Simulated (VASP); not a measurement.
SnO under changes of volume

One of the cells (18.125 Å³/atom); the others are scaled copies at fixed shape and fractional positions:

```xyz
4
Lattice="3.8390 0.0000 0.0000 0.0000 3.8390 0.0000 0.0000 0.0000 4.9193" Properties=species:S:1:pos:R:3 pbc="T T T"
Sn    1.9195    0.0000    3.7614
Sn    0.0000    1.9195    1.1579
O     0.0000    0.0000    0.0000
O     1.9195    1.9195    0.0000
```

The cell is a database's computed one.

```yaml
Program: VASP 6.6.1
Functional: PBE
Potentials_or_basis: VASP PAW PBE potentials, release 64 (Sn_d, O)
Cutoff: 520 eV
k_mesh: 7 × 7 × 6
Occupations: fermi-dirac, width 0.05 eV
Spin: no spin polarisation
```

```csv
volume (Å³/atom),energy over the lowest point (meV/atom),pressure (GPa),gap on the mesh (eV),largest force (eV/Å)
16.703,58.36,10.9,0.16,1.424
17.058,36.64,8.3,0.24,1.075
17.414,20.46,6.0,0.31,0.754
18.125,2.62,1.9,0.45,0.181
18.480,0.00,0.2,0.52,0.074
18.835,?,?,?,?
```

Task: What does the run at 18.835 Å³/atom give?

Result: Energy over the lowest point 1.05 meV/atom; pressure -1.4 GPa; gap on the mesh 0.58 eV; largest force 0.312 eV/Å.

Worked out: A Birch-Murnaghan fit of order 3 (a polynomial in V^(-2/3)) to the other rows has its minimum at 18.55 Å³/atom, just outside them, with B0 = V·E''(V) = 84 GPa and B' = 4.5 at fixed shape and positions, which overstates the stiffness. It gives 1.00 meV/atom at 18.835 Å³/atom, against the run's 1.05, and -dE/dV = -1.2 GPa, against -1.4. A straight line through the other rows of the gap, of slope 3.53 eV per unit of ln V, extrapolates to 0.59 eV, against the run's 0.58.

Energies are extrapolated to zero smearing.

Caveats: spin-orbit coupling is left out, which moves the levels of the heavy elements; an odd mesh through Γ misses points on the zone boundary, where band edges often lie; forces of over 1 eV/Å show positions far from the minimum, so gaps and moduli don't describe the material at rest (some runs).
